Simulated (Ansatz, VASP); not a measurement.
# One calculation of Te, two programs

```
Te
1.0
     3.27219    0.00000    0.00000
     0.00000    3.27219    0.00000
     0.00000    0.00000    3.27219
Te
1
Direct
  0.00000 0.00000 0.00000
```

Alike in both runs: task single point; functional PBEsol; k mesh 11 × 11 × 11; occupations fermi-dirac, width 0.1 eV; no spin polarisation.

|  | VASP | Ansatz |
| --- | --- | --- |
| version | VASP 6.6.1 | Ansatz 0.2.0 |
| potentials or method | VASP PAW PBE potentials, release 64 (Te) | plane waves (420 eV) with PAW, scalar-relativistic |
| plane-wave cutoff (eV) | 520 | 420 |
| valence electrons in the cell | 6 | 16 |

|  | VASP | Ansatz | Ansatz less VASP |
| --- | --- | --- | --- |
| pressure (GPa) | -5.0 | -5.0 | +0.01 |

With one functional, cell and mesh, what is left measures potentials, basis and numerics. The two sets of potentials don't hold the same shells in valence. Ansatz warned: «pseudo_functional_mismatch».

Caveats: the PAW data sets were made with another functional, which shifts forces and pressure a little (VASP). The runs have no spin-orbit coupling, so splittings on Te are missing.
